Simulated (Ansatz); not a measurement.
# AlFe (Pm-3m) in Ansatz: further runs

Aim: see how the results for AlFe move with the level of theory and the settings. Levels: PBEsol, LDA, PBE. Tasks: band structure.

Program: Ansatz 0.2.0. These are calculated values, not measurements. Logs are shortened: lines on timing, memory, paths and dates and some standing lists are left out, and cuts for length are marked.

### 1 Starting point

Symmetry: Pm-3m, No. 221, cubic system. Conventional cell: a = 2.910 Å, b = 2.910 Å, c = 2.910 Å, α = 90.00°, β = 90.00°, γ = 90.00°. Fe (site symmetry m-3m) has 8 Al at 2.52 Å as nearest neighbours. Al (site symmetry m-3m) has 8 Fe at 2.52 Å as nearest neighbours.

### 2 Band structure, PBEsol, collinear spin, ferromagnetic start

The input, input.yaml:

```yaml
crystal:
  lattice:
    - [2.91, 0.0, 0.0]
    - [0.0, 2.91, 0.0]
    - [0.0, 0.0, 2.91]
  atoms:
    - { symbol: Fe, position: [0.5, 0.5, 0.5], spin: 3.0 }
    - { symbol: Al, position: [0.0, 0.0, 0.0] }
kpoints:
  mp_grid: { grid: [9, 9, 9] }
  band_path:
    path:
      - [0.0, 0.0, 0.0]
      - [0.0, 0.5, 0.0]
      - [0.5, 0.5, 0.0]
      - [0.0, 0.0, 0.0]
      - [0.5, 0.5, 0.5]
      - [0.0, 0.5, 0.0]
    npoints: 8
scf:
  occupations: { method: fermi_dirac, width: 0.05 }
hamiltonian:
  xc: pbesol
  pseudopotentials: { kind: all_electron, lapw: { basis_error: 0.001 } }
magnetization:
  spin_polarized: true
output:
  forces: true
  stress: true
  eigenvalues: true
```

Potentials or basis: all-electron LAPW, scalar-relativistic.

Command:

```
$ ansatz run input.yaml --threads 2 --pin off --max-ram 6144MiB --backend cpu --events-out ev --progress --plain --runs-dir out
```

The program printed:

```text
Warning: RAYON_NUM_THREADS=2 ignored (pool sized by the plan → 2); use --threads N
LAPW: plane waves up to 8.056 Å⁻¹, error target 1.0e-3 eV per atom; small_component_spin mean_spin; Al in spheres of 1.158 Å, 11 of its electrons in bands, Dirac shells []; Fe in spheres of 1.362 Å, 16 of its electrons in bands, Dirac shells [] (how accurate: hamiltonian.pseudopotentials.lapw.basis_error, Limitations)
Engine: ansatz 0.2.0, aarch64-unknown-linux-gnu
Pseudopotentials: kind: all_electron
Pseudopotential: Fe, LAPW, valence charge 16, lapw/all_electron/scalar/gaussian/Fe, Koelling and Harmon's equation, gaussian nucleus
Pseudopotential: Al, LAPW, valence charge 11, lapw/all_electron/scalar/gaussian/Al, Koelling and Harmon's equation, gaussian nucleus
Functional definition: PBEsol
  exchange = pbesol_x
  correlation = pbesol_c
Crystal: 2 atoms, lattice volume = 24.642 Å³
Basis set: ecut = 247.29437206351236 eV, 203 PW (Γ), exchange–correlation at level 2
Bands: 19, of which v1, the nominal top of the filled ones, is band 14 counted from 1 (13 counted from 0)
Symmetry: 48 space group operations
Space group: Pm-3m (ITA 221), of the structure as read, at distance tolerance 2.9e-5 Å
Magnetic group: BNS 221.92 (UNI 1594), of the structure as read, at distance tolerance 2.9e-5 Å
k-points: 35 of 729
Non-local potential: Fe, projectors of the file, none
Non-local potential: Al, projectors of the file, none
Initial density: superposition of atomic densities (chi_scale 0.1, normalization cell)
Starting moments: Σ|m| = 3 μB on 1 of 2 sites
Initial wavefunctions: plane waves of lowest kinetic energy (no species holds an atomic orbital)
Functional: x = pbesol(κ = 0.804, μ = 0.12345679012345678), c = pbesol(β = 0.046)
iter 1 solved again at ethr=1.07e-3 eV; its pass at ethr=1.00e-1 eV (dr2=2.88e-1 eV) is discarded
SCF iter   1: F=—  HF=-41198.081191 eV  |F-HF|=—  |Δ(HF+E_count)|=         —  Δρ=6.03e-2 (↑4.76e-2 ↓6.03e-2)  dr2=2.88e-1  dr2_m=6.24e-1  M=1.059 μB ∫|m|=1.295 μB  β_m=0.30  ethr=1.07e-3  ⟨swp⟩=2.2  Hψ=9326  notcnv=0
Mixer restart at iter 1: flushing history
preconditioner: auto → none  [metal: Δε(μ)=0.050 eV  Ē_g=8.888 eV  σ=0.050 eV  W_gap=0.24  n_scr=6 (ndim 8)  ℏωp=24.8 eV  f_vac=0.000  D(μ)=2.86/eV (n_scr^D=32)  sad-step TF]
SCF iter   2: F=—  HF=-41197.963910 eV  |F-HF|=—  |Δ(HF+E_count)|=   1.17e-1  Δρ=4.67e-2 (↑3.62e-2 ↓4.67e-2)  dr2=1.97e-1  dr2_m=3.67e-1  M=0.952 μB ∫|m|=1.165 μB  β_m=0.62  ethr=1.07e-3  ⟨swp⟩=2.0  Hψ=3851  notcnv=0
iter 3 solved again at ethr=2.71e-6 eV; its pass at ethr=7.29e-4 eV (dr2=7.30e-4 eV) is discarded
SCF iter   3: F=—  HF=-41197.696977 eV  |F-HF|=—  |Δ(HF+E_count)|=   2.67e-1  Δρ=1.63e-3 (↑1.63e-3 ↓1.60e-3)  dr2=7.25e-4  dr2_m=3.27e-4  M=0.660 μB ∫|m|=0.799 μB  β_m=0.73  ethr=2.71e-6  ⟨swp⟩=2.7  Hψ=6680  notcnv=0
SCF iter   4: F=—  HF=-41197.701990 eV  |F-HF|=—  |Δ(HF+E_count)|=         —  Δρ=7.02e-4 (↑7.02e-4 ↓3.95e-4)  dr2=5.96e-5  dr2_m=4.38e-5  M=0.662 μB ∫|m|=0.787 μB  β_m=0.86  ethr=2.68e-6  ⟨swp⟩=3.0  Hψ=3744  notcnv=0
the basis was enlarged: its passes take 1.3 MiB over the memory plan, 2 of 2 planned eigensolver slots
SCF iter   5: F=—  HF=-41197.705714 eV  |F-HF|=—  |Δ(HF+E_count)|=   3.72e-3  Δρ=1.18e-3 (↑1.08e-3 ↓1.18e-3)  dr2=1.70e-3  dr2_m=1.44e-6  M=0.661 μB ∫|m|=0.777 μB  β_m=0.86  ethr=2.21e-7  ⟨swp⟩=3.4  Hψ=3976  notcnv=0
SCF iter   6: F=—  HF=-41197.703020 eV  |F-HF|=—  |Δ(HF+E_count)|=   2.69e-3  Δρ=1.41e-4 (↑1.41e-4 ↓8.95e-5)  dr2=8.66e-6  dr2_m=1.74e-6  M=0.660 μB ∫|m|=0.775 μB  β_m=0.89  ethr=2.21e-7  ⟨swp⟩=3.0  Hψ=3904  notcnv=0
SCF iter   7: F=—  HF=-41197.703035 eV  |F-HF|=—  |Δ(HF+E_count)|=   1.50e-5  Δρ=3.23e-5 (↑1.36e-5 ↓3.23e-5)  dr2=4.03e-7  dr2_m=7.58e-8  M=0.660 μB ∫|m|=0.773 μB  β_m=0.92  ethr=3.21e-8  ⟨swp⟩=2.6  Hψ=3665  notcnv=0
SCF iter   8: F=—  HF=-41197.703036 eV  |F-HF|=—  |Δ(HF+E_count)|=   1.88e-7  Δρ=6.24e-6 (↑5.37e-7 ↓6.24e-6)  dr2=1.01e-8  dr2_m=2.52e-9  M=0.660 μB ∫|m|=0.773 μB  β_m=0.92  ethr=1.49e-9  ⟨swp⟩=2.5  Hψ=3540  notcnv=0
SCF iter   9: F=—  HF=-41197.703036 eV  |F-HF|=—  |Δ(HF+E_count)|=   6.46e-9  Δρ=1.16e-6 (↑3.62e-7 ↓1.16e-6)  dr2=7.28e-10  dr2_m=5.07e-11  M=0.660 μB ∫|m|=0.772 μB  β_m=0.96  ethr=3.73e-11  ⟨swp⟩=2.5  Hψ=3659  notcnv=0
SCF iter  10: F=-41197.703036 eV  HF=-41197.703036 eV  |F-HF|=6.18e-10  |Δ(HF+E_count)|=  2.76e-10  Δρ=2.87e-7 (↑1.87e-7 ↓2.87e-7)  dr2=6.66e-11  dr2_m=1.16e-12  M=0.660 μB ∫|m|=0.772 μB  ethr=2.70e-12  ⟨swp⟩=2.4  Hψ=3523  notcnv=0
SCF 1 converged in 10 iterations: F = -41197.703036 eV  dr2 = 6.66e-11
NSCF: frozen V_eff on 41 k-points
SCF converged after 10 iterations
Magnetization: 0.6604 μB (13.8302 up, 13.1698 down)
Absolute magnetization: 0.7724 μB (∫|ρ↑−ρ↓|)
Spin contamination: 0.0077 ħ² per cell (⟨S²⟩ above its minimum at these occupations)
Per-site moments (μB) at R_I (Å): [(0.715745082103874, 1.3623421145208547), (-0.02980132068591601, 1.1577917729389402)]
Free energy (F): -41197.703036 eV
Harris-Foulkes:  -41197.703036 eV  (|F-HF|=6.18e-10)
Internal energy: -41197.684197 eV  (E = F + TS)
E sigma→0 (E₀):  -41197.693616 eV
Entropy (-TS):   -0.018838 eV (-9.419 meV/atom)
Fermi energy:    14.659368 eV
--- Per-component energies (eV) ---
  E_band       = -700.914864
  E_kinetic    = 41676.583584
  E_xc         = -1984.786090
  E_electrostatic = -80889.481691  (all electrons and nuclei)
  E_smearing   = -0.018838  (= −TS)
  E_closure    = 0.000000  (closes the sum)
  E_atoms      = -41183.188287  (free atoms, spherical and without spin; not in F)
  Σ components = -41197.703036   (vs F -41197.703036, Δ=0.00e0)
  Basis errors (estimates in eV, not in F): energy 2.9e-4 per atom: plane waves 2.5e-4 (1.3e-4 summed), levels above the bands 1.4e-60, relativity 5.6e-9, radial functions 4.0e-5, core shells 1.8e-9; eigenvalues (radial functions only) 1.9e-6; not estimated: angular momenta, meshes, grids; target (lapw.basis_error) 1.0e-3; muffin-tin radii Al 1.158 Å, Fe 1.362 Å
--- Forces (eV/Å), atoms counted from 1 ---
  atom   1  Fe     0.00000000    -0.00000000    -0.00000000
  atom   2  Al    -0.00000000     0.00000000    -0.00000000
  max |Σ_I F_I| component: 2.22e-31 eV/Å
--- Stress (GPa, compression-positive) ---
      -11.272109      -0.000000       0.000000
       -0.000000     -11.272109       0.000000
        0.000000       0.000000     -11.272109
  P = ⅓ Tr σ = -11.2721 GPa (-112.721 kbar)
--- Band table (eV; the first three rows and the last of 70) ---
  k-point 0 ↑: bands = ["-87.0938", "-71.7194", "-48.7664", "-48.7664", "-48.7664", "-37.9176", "-37.9176", "-37.9176", "4.4344", "12.2477", "12.2477", "14.2972", "14.2972", "14.2972", "20.7466", "20.7466", "20.7466", "23.8084", "23.8084"]
  k-point 1 ↑: bands = ["-87.0937", "-71.7189", "-48.7676", "-48.7663", "-48.7663", "-37.9239", "-37.9171", "-37.9171", "4.6600", "12.2188", "12.3114", "14.1693", "14.1693", "14.3105", "19.1628", "21.0689", "21.0689", "23.7576", "25.2012"]
  k-point 2 ↑: bands = ["-87.0934", "-71.7178", "-48.7704", "-48.7660", "-48.7660", "-37.9398", "-37.9160", "-37.9160", "5.3264", "11.9570", "12.4784", "13.8762", "13.8762", "14.3444", "17.0870", "21.9507", "21.9507", "23.6147", "26.7329"]
  k-point 34 ↓: bands = ["-87.1009", "-70.9322", "-48.7860", "-48.7859", "-48.7859", "-37.2025", "-37.2024", "-37.2024", "11.3347", "11.6427", "11.6427", "15.3727", "15.3727", "16.6067", "17.7459", "17.7459", "18.6936", "21.0667", "21.0667"]
```

bands.tsv:

```text
[... 52 lines left out ...]
7.082594	-101.752363	-86.374860	-63.435502	-63.424813	-63.424813	-52.630651	-52.572999	-52.572999	-6.138493	-5.913800	-1.821108	-1.273105	-1.273105	-0.246899	0.821695	8.597548	10.735115	10.735115	11.524711	-101.761690	-85.599275	-63.447163	-63.436421	-63.436421	-51.874770	-51.814548	-51.814548	-6.164310	-5.844729	-1.417840	-0.577917	-0.577917	0.568666	1.296849	8.511620	10.809043	10.809043	11.639489
```

It took 9.7 s on 2 threads of Arm Neoverse V1, shared host; peak memory 0.38 GiB.

Results:

- Free energy: -41197.7030 eV
- Pressure: -11.3 GPa
- Band gap along the path: none (metal or under the smearing width)
- Net moment: 0.66 μB per cell
- Absolute moment: 0.77 μB per cell
- Site moments: Fe +0.72; Al -0.03 μB

Levels at the corners of the path, in eV from the Fermi level:
Spin up:
| point | band 12 | band 13 | band 14 | band 15 | band 16 | band 17 |
| --- | --- | --- | --- | --- | --- | --- |
| Γ | -0.36 | -0.36 | -0.36 | 6.09 | 6.09 | 6.09 |
| X | -1.27 | -1.27 | -0.25 | 0.82 | 8.60 | 10.74 |
| M | -2.10 | -1.04 | -1.04 | 0.40 | 3.05 | 3.82 |
| Γ | -0.36 | -0.36 | -0.36 | 6.09 | 6.09 | 6.09 |
| R | 0.44 | 0.44 | 2.88 | 2.88 | 2.88 | 3.89 |
| X | -1.27 | -1.27 | -0.25 | 0.82 | 8.60 | 10.74 |
Spin down:
```tsv
point	band 9	band 10	band 11	band 12	band 13	band 14	band 15	band 16	band 17	band 18
Γ	-10.22	-2.07	-2.07	0.44	0.44	0.44	6.11	6.11	6.11	9.23
X	-6.16	-5.84	-1.42	-0.58	-0.58	0.57	1.30	8.51	10.81	10.81
M	-4.58	-2.19	-2.10	-2.10	-0.31	-0.31	0.92	3.37	4.36	12.26
Γ	-10.22	-2.07	-2.07	0.44	0.44	0.44	6.11	6.11	6.11	9.23
R	-3.10	-3.10	-3.10	0.96	0.96	2.93	2.93	2.93	3.82	6.12
X	-6.16	-5.84	-1.42	-0.58	-0.58	0.57	1.30	8.51	10.81	10.81
```

### 3 Band structure, LDA, collinear spin, ferromagnetic start

Edit input.yaml of step 2 so:

```diff
@@ -22,3 +22,3 @@
 hamiltonian:
-  xc: pbesol
+  xc: lda
   pseudopotentials: { kind: all_electron, lapw: { basis_error: 0.001 } }
```

Potentials or basis: all-electron LAPW, scalar-relativistic.

Command:

```
$ ansatz run input.yaml --threads 2 --pin off --max-ram 6144MiB --backend cpu --events-out ev --progress --plain --runs-dir out
```

Wall time 8.9 s (2 threads of Arm Neoverse V1, shared host); peak memory 0.38 GiB.

It converged, with:

```
Free energy             : -41157.3555 eV
Pressure                : -16.5 GPa
Band gap along the path : none (metal or under the smearing width)
Net moment              : 0.62 μB per cell
Absolute moment         : 0.71 μB per cell
Site moments            : Fe +0.66; Al -0.02 μB
```

Levels at the corners of the path, in eV from the Fermi level:
Spin up:
```csv
point,band 12,band 13,band 14,band 15,band 16,band 17
Γ,-0.26,-0.26,-0.26,6.10,6.10,6.10
X,-1.18,-1.18,-0.14,0.84,8.68,10.77
M,-2.02,-0.94,-0.94,0.43,3.08,3.87
Γ,-0.26,-0.26,-0.26,6.10,6.10,6.10
R,0.46,0.46,2.96,2.96,2.96,3.78
X,-1.18,-1.18,-0.14,0.84,8.68,10.77
```
Spin down:
```tsv
point	band 11	band 12	band 13	band 14	band 15	band 16
Γ	-2.03	0.42	0.42	0.42	6.13	6.13
X	-1.39	-0.59	-0.59	0.54	1.31	8.64
M	-2.00	-2.00	-0.33	-0.33	0.93	3.39
Γ	-2.03	0.42	0.42	0.42	6.13	6.13
R	-3.07	0.97	0.97	3.03	3.03	3.03
X	-1.39	-0.59	-0.59	0.54	1.31	8.64
```

### 4 Band structure, PBE, collinear spin, ferromagnetic start

Edit input.yaml of step 3 so:

```diff
@@ -22,3 +22,3 @@
 hamiltonian:
-  xc: lda
+  xc: pbe
   pseudopotentials: { kind: all_electron, lapw: { basis_error: 0.001 } }
```

Potentials or basis: all-electron LAPW, scalar-relativistic.

Command:

```
$ ansatz run input.yaml --threads 2 --pin off --max-ram 6144MiB --backend cpu --events-out ev --progress --plain --runs-dir out
```

The program printed:

```text
Warning: RAYON_NUM_THREADS=2 ignored (pool sized by the plan → 2); use --threads N
LAPW: plane waves up to 8.054 Å⁻¹, error target 1.0e-3 eV per atom; small_component_spin mean_spin; Al in spheres of 1.158 Å, 11 of its electrons in bands, Dirac shells []; Fe in spheres of 1.363 Å, 16 of its electrons in bands, Dirac shells [] (how accurate: hamiltonian.pseudopotentials.lapw.basis_error, Limitations)
[... 4 set-up lines as earlier in the session ...]
Functional definition: PBE
  parameter kappa = 0.804
  parameter beta = 0.06672455060314922
  exchange = pbe_x(kappa = kappa, mu = beta*pi^2/3)
  correlation = pbe_c(beta = beta)
Crystal: 2 atoms, lattice volume = 24.642 Å³
Basis set: ecut = 247.1631468825183 eV, 203 PW (Γ), exchange–correlation at level 2
Bands: 19, of which v1, the nominal top of the filled ones, is band 14 counted from 1 (13 counted from 0)
[... 2 set-up lines as earlier in the session ...]
Magnetic group: BNS 221.92 (UNI 1594), of the structure as read, at distance tolerance 2.9e-5 Å
k-points: 35 of 729
[... 3 set-up lines as earlier in the session ...]
Starting moments: Σ|m| = 3 μB on 1 of 2 sites
[... 1 set-up line as earlier in the session ...]
Functional: x = pbe(κ = 0.804, μ = 0.2195149727645171), c = pbe(β = 0.06672455060314922)
iter 1 solved again at ethr=1.09e-3 eV; its pass at ethr=1.00e-1 eV (dr2=2.93e-1 eV) is discarded
SCF iter   1: F=—  HF=-41242.569486 eV  |F-HF|=—  |Δ(HF+E_count)|=         —  Δρ=5.80e-2 (↑4.54e-2 ↓5.80e-2)  dr2=2.93e-1  dr2_m=5.70e-1  M=1.128 μB ∫|m|=1.384 μB  β_m=0.30  ethr=1.09e-3  ⟨swp⟩=2.2  Hψ=9327  notcnv=0
Mixer restart at iter 1: flushing history
preconditioner: auto → none  [metal: Δε(μ)=0.063 eV  Ē_g=8.896 eV  σ=0.050 eV  W_gap=0.30  n_scr=6 (ndim 8)  ℏωp=24.8 eV  f_vac=0.000  D(μ)=3.33/eV (n_scr^D=56)  sad-step TF]
SCF iter   2: F=—  HF=-41242.506915 eV  |F-HF|=—  |Δ(HF+E_count)|=   6.26e-2  Δρ=4.66e-2 (↑3.65e-2 ↓4.66e-2)  dr2=1.92e-1  dr2_m=3.69e-1  M=0.963 μB ∫|m|=1.197 μB  β_m=0.49  ethr=1.08e-3  ⟨swp⟩=2.0  Hψ=3848  notcnv=0
SCF iter   3: F=—  HF=-41242.303691 eV  |F-HF|=—  |Δ(HF+E_count)|=   2.03e-1  Δρ=7.41e-3 (↑4.02e-3 ↓7.41e-3)  dr2=5.35e-2  dr2_m=1.02e-3  M=0.673 μB ∫|m|=0.824 μB  β_m=0.49  ethr=7.11e-4  ⟨swp⟩=2.1  Hψ=3870  notcnv=0
SCF iter   4: F=—  HF=-41242.253720 eV  |F-HF|=—  |Δ(HF+E_count)|=         —  Δρ=6.74e-3 (↑4.38e-3 ↓6.74e-3)  dr2=6.47e-3  dr2_m=5.70e-3  M=0.636 μB ∫|m|=0.768 μB  β_m=0.44  ethr=1.98e-4  ⟨swp⟩=2.7  Hψ=3940  notcnv=0
the basis was enlarged: its passes take 1.3 MiB over the memory plan, 2 of 2 planned eigensolver slots
SCF iter   5: F=—  HF=-41242.252445 eV  |F-HF|=—  |Δ(HF+E_count)|=   1.27e-3  Δρ=3.01e-3 (↑2.03e-3 ↓3.01e-3)  dr2=2.23e-3  dr2_m=9.28e-4  M=0.651 μB ∫|m|=0.781 μB  β_m=0.72  ethr=2.39e-5  ⟨swp⟩=2.6  Hψ=3578  notcnv=0
iter 6 solved again at ethr=4.49e-7 eV; its pass at ethr=8.27e-6 eV (dr2=1.21e-4 eV) is discarded
SCF iter   6: F=—  HF=-41242.253612 eV  |F-HF|=—  |Δ(HF+E_count)|=   1.17e-3  Δρ=7.75e-4 (↑5.51e-4 ↓7.75e-4)  dr2=1.21e-4  dr2_m=7.04e-5  M=0.657 μB ∫|m|=0.777 μB  β_m=0.74  ethr=4.49e-7  ⟨swp⟩=2.0  Hψ=6249  notcnv=0
SCF iter   7: F=—  HF=-41242.253695 eV  |F-HF|=—  |Δ(HF+E_count)|=   8.30e-5  Δρ=1.24e-4 (↑1.00e-4 ↓1.24e-4)  dr2=3.08e-6  dr2_m=2.22e-6  M=0.659 μB ∫|m|=0.776 μB  β_m=0.78  ethr=4.48e-7  ⟨swp⟩=3.0  Hψ=3735  notcnv=0
SCF iter   8: F=—  HF=-41242.253705 eV  |F-HF|=—  |Δ(HF+E_count)|=   1.00e-5  Δρ=1.84e-5 (↑1.84e-5 ↓1.57e-5)  dr2=4.28e-8  dr2_m=5.62e-8  M=0.660 μB ∫|m|=0.776 μB  β_m=0.89  ethr=1.14e-8  ⟨swp⟩=3.0  Hψ=3744  notcnv=0
SCF iter   9: F=—  HF=-41242.253706 eV  |F-HF|=—  |Δ(HF+E_count)|=   5.35e-7  Δρ=2.02e-6 (↑1.56e-6 ↓2.02e-6)  dr2=1.61e-10  dr2_m=6.97e-10  M=0.660 μB ∫|m|=0.776 μB  β_m=0.84  ethr=1.58e-10  ⟨swp⟩=3.0  Hψ=3851  notcnv=0
SCF iter  10: F=-41242.253706 eV  HF=-41242.253706 eV  |F-HF|=8.77e-9  |Δ(HF+E_count)|=   1.82e-9  Δρ=1.25e-6 (↑7.35e-7 ↓1.25e-6)  dr2=1.23e-9  dr2_m=1.90e-11  M=0.660 μB ∫|m|=0.776 μB  ethr=1.11e-12 (applied; sched 1.00e-12)  ⟨swp⟩=3.0  Hψ=3904  notcnv=0
SCF 1 converged in 10 iterations: F = -41242.253706 eV  dr2 = 1.23e-9
NSCF: frozen V_eff on 41 k-points
SCF converged after 10 iterations
Magnetization: 0.6598 μB (13.8299 up, 13.1701 down)
Absolute magnetization: 0.7756 μB (∫|ρ↑−ρ↓|)
Spin contamination: 0.0083 ħ² per cell (⟨S²⟩ above its minimum at these occupations)
Per-site moments (μB) at R_I (Å): [(0.7171490646341621, 1.3625794066433028), (-0.030896828208838656, 1.1575544808164921)]
Free energy (F): -41242.253706 eV
Harris-Foulkes:  -41242.253706 eV  (|F-HF|=8.77e-9)
Internal energy: -41242.234901 eV  (E = F + TS)
E sigma→0 (E₀):  -41242.244303 eV
Entropy (-TS):   -0.018804 eV (-9.402 meV/atom)
Fermi energy:    14.786140 eV
--- Per-component energies (eV) ---
  E_band       = -701.287874
  E_kinetic    = 41729.496177
  E_xc         = -2030.703325
  E_electrostatic = -80941.027754  (all electrons and nuclei)
  E_smearing   = -0.018804  (= −TS)
  E_closure    = 0.000000  (closes the sum)
  E_atoms      = -41228.787538  (free atoms, spherical and without spin; not in F)
  Σ components = -41242.253706   (vs F -41242.253706, Δ=0.00e0)
  Basis errors (estimates in eV, not in F): energy 2.9e-4 per atom: plane waves 2.4e-4 (1.3e-4 summed), levels above the bands 2.3e-60, relativity 4.1e-9, radial functions 5.2e-5, core shells 1.1e-9; eigenvalues (radial functions only) 1.9e-6; not estimated: angular momenta, meshes, grids; target (lapw.basis_error) 1.0e-3; muffin-tin radii Al 1.158 Å, Fe 1.363 Å
--- Forces (eV/Å), atoms counted from 1 ---
  atom   1  Fe     0.00000000     0.00000000    -0.00000000
  atom   2  Al    -0.00000000     0.00000000    -0.00000000
  max |Σ_I F_I| component: 4.52e-31 eV/Å
--- Stress (GPa, compression-positive) ---
       -6.150060      -0.000000       0.000000
       -0.000000      -6.150060       0.000000
        0.000000       0.000000      -6.150060
  P = ⅓ Tr σ = -6.1501 GPa (-61.501 kbar)
--- Band table (eV; the first three rows and the last of 70) ---
  k-point 0 ↑: bands = ["-87.3990", "-71.8918", "-48.8541", "-48.8541", "-48.8541", "-37.9565", "-37.9565", "-37.9565", "4.5546", "12.4091", "12.4091", "14.3854", "14.3854", "14.3854", "20.8805", "20.8805", "20.8805", "23.9214", "23.9214"]
  k-point 1 ↑: bands = ["-87.3989", "-71.8913", "-48.8552", "-48.8540", "-48.8540", "-37.9627", "-37.9561", "-37.9561", "4.7802", "12.3780", "12.4731", "14.2588", "14.2588", "14.3985", "19.2944", "21.2018", "21.2018", "23.8703", "25.3197"]
  k-point 2 ↑: bands = ["-87.3987", "-71.8902", "-48.8580", "-48.8537", "-48.8537", "-37.9784", "-37.9549", "-37.9549", "5.4465", "12.1076", "12.6413", "13.9683", "13.9683", "14.4321", "17.2249", "22.0820", "22.0820", "23.7262", "26.8586"]
  k-point 34 ↓: bands = ["-87.4067", "-71.0995", "-48.8737", "-48.8737", "-48.8737", "-37.2357", "-37.2357", "-37.2357", "11.4535", "11.7637", "11.7637", "15.4920", "15.4920", "16.7340", "17.8710", "17.8710", "18.7988", "21.1582", "21.1582"]
```

Wall time 9.7 s (2 threads of Arm Neoverse V1, shared host); peak memory 0.39 GiB.

What came out:

- Free energy: -41242.2537 eV
- Pressure: -6.2 GPa
- Band gap along the path: none (metal or under the smearing width)
- Net moment: 0.66 μB per cell
- Absolute moment: 0.78 μB per cell
- Site moments: Fe +0.72; Al -0.03 μB

Levels at the corners of the path, in eV from the Fermi level:
Spin up:
```csv
point,band 12,band 13,band 14,band 15,band 16,band 17
Γ,-0.40,-0.40,-0.40,6.09,6.09,6.09
X,-1.30,-1.30,-0.29,0.85,8.58,10.75
M,-2.11,-1.08,-1.08,0.44,3.07,3.77
Γ,-0.40,-0.40,-0.40,6.09,6.09,6.09
R,0.48,0.48,2.89,2.89,2.89,3.88
X,-1.30,-1.30,-0.29,0.85,8.58,10.75
```
Spin down:
| point | band 11 | band 12 | band 13 | band 14 | band 15 | band 16 |
| --- | --- | --- | --- | --- | --- | --- |
| Γ | -2.07 | 0.44 | 0.44 | 0.44 | 6.11 | 6.11 |
| X | -1.42 | -0.58 | -0.58 | 0.57 | 1.29 | 8.47 |
| M | -2.12 | -2.12 | -0.31 | -0.31 | 0.91 | 3.38 |
| Γ | -2.07 | 0.44 | 0.44 | 0.44 | 6.11 | 6.11 |
| R | -3.10 | 0.95 | 0.95 | 2.94 | 2.94 | 2.94 |
| X | -1.42 | -0.58 | -0.58 | 0.57 | 1.29 | 8.47 |

### 5 The runs side by side

```csv
level,cutoff (eV),pressure (GPa),moment (μB)
PBEsol,247,-11.3,0.66
LDA,248,-16.5,0.62
PBE,247,-6.2,0.66
```

Alike in all rows: task band structure; potentials or basis all-electron LAPW, scalar-relativistic; spin collinear, ferromagnetic start; cell as given; k mesh 9 × 9 × 9; smearing fermi-dirac 0.05 eV; basis error allowed 0.001 eV/atom.

The pressure there spans -16.5 GPa (LDA) to -6.2 GPa (PBE); a positive pressure means that this level wants a larger cell, a negative one a smaller.

Compare energies only between runs with the same functional and basis.
